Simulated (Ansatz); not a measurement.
Density of states of I

Space group Im-3m (No. 229). a = 4.155 Å, b = 4.155 Å, c = 4.155 Å, α = 90.00°, β = 90.00°, γ = 90.00°
| atom | site | symmetry | x | y | z |
| --- | --- | --- | --- | --- | --- |
| I | 2a | m-3m | 0.0000 | 0.0000 | 0.0000 |

The runs use the primitive cell with vectors (-2.077, 2.077, 2.077), (2.077, -2.077, 2.077), (2.077, 2.077, -2.077) Å, to which the k mesh refers.

It takes space group Im-3m (No. 229, cubic). Conventional cell: a = 4.155 Å, b = 4.155 Å, c = 4.155 Å, α = 90.00°, β = 90.00°, γ = 90.00°. I (site symmetry m-3m) is surrounded by 8 I at 3.60 Å.

The cell was built from the bcc type and relaxed in the same program, and has space group Im-3m; it needn't be a known or the stable phase.

No spin–orbit coupling, which matters for the heavy atoms here.

Level of theory: Ansatz 0.2.0, DFT, PBE, all-electron LAPW, scalar-relativistic.

The runs use a Γ-centred 14×14×14 k mesh, Fermi–Dirac smearing of 0.03 eV, basis error target 0.25 meV/atom, no spin polarisation.

States per eV and cell, averaged over 0.4 eV, from -4.6 to 0.8 eV, with energies (bin centres) from the Fermi level; empty bins are left out. 

```csv
E (eV),total
-4.5,0.08
-4.1,0.74
-3.7,1.64
-3.3,1.06
-2.9,0.78
-2.5,0.95
-2.1,1.09
-1.7,1.16
-1.3,1.25
-0.9,1.34
-0.5,1.27
-0.1,1.89
0.3,1.42
0.7,0.32
```
